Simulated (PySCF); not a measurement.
## How well do the runs reproduce experiment for propanoic acid?

**Measured values to compare with.**

From NIST CCCBDB Release 22 (SRD 101), experimental polarizabilities, for the gas: mean polarisability 6.96 Å³.

The results are set against them at the end.

Species: propanoic acid, C3H6O2.
Numbering: `[CH3:1][CH2:2][C:3](=[O:4])[OH:5]` (hydrogens: H6, H7, H8 on C1; H9, H10 on C2; H11 on O5)

Structure used (PBE0-D3(BJ)/def2-TZVP), in Å, numbered top down from 1:
```xyz
11
C3H6O2 angstrom
C     -1.323    0.197    0.786
C     -0.037   -0.527    0.448
C      0.876    0.277   -0.432
O      0.708    1.417   -0.768
O      1.951   -0.437   -0.814
H     -1.913   -0.384    1.497
H     -1.115    1.174    1.224
H     -1.927    0.361   -0.107
H     -0.222   -1.482   -0.050
H      0.532   -0.776    1.351
H      2.491    0.151   -1.361
```

The PySCF runs (gas phase, on this PBE0-D3(BJ)/def2-TZVP geometry; no spin–orbit coupling):

```json
{"level": "CAM-B3LYP/aug-cc-pVTZ", "job": "10 singlets by full TDDFT, 4 Tamm–Dancoff triplets, polarisability", "basis functions": "368", "wall time": "55 s"}
{"level": "PBE0/aug-cc-pVTZ", "job": "10 singlets by full TDDFT, 4 Tamm–Dancoff triplets, polarisability, dynamic polarisability, density and orbital grids written", "basis functions": "368", "wall time": "53 s"}
{"level": "wB97X-D/aug-cc-pVTZ", "job": "10 singlets by full TDDFT, 4 Tamm–Dancoff triplets, polarisability, ΔSCF ions", "basis functions": "368", "wall time": "97 s"}
```

Hardware: one thread of an Arm Neoverse V2, no GPU (shared host).

**Comparison with experiment**

**Mean polarisability.** Measured: 6.96 Å³ (NIST CCCBDB Release 22 (SRD 101), experimental polarizabilities).

| level | computed (Å³) | computed − measured (Å³) | % (from the printed values) |
| --- | --- | --- | --- |
| CAM-B3LYP/aug-cc-pVTZ | 6.74 | -0.22 | -3 |
| PBE0/aug-cc-pVTZ | 6.78 | -0.18 | -3 |
| wB97X-D/aug-cc-pVTZ | 6.75 | -0.21 | -3 |

Closest is PBE0/aug-cc-pVTZ (-0.18 Å³), furthest CAM-B3LYP/aug-cc-pVTZ (-0.22 Å³); one molecule doesn't rank methods. All 3 levels lie below the measurement. The computed values are static and purely electronic, with core orbitals frozen in the response (1 au = 0.148185 Å³). The table of measured values doesn't say here whether a value is static or optical, or holds a vibrational part. The measurement averages over conformers, the calculation has one.

No measured geometry was used, and the causes of the misses weren't examined.
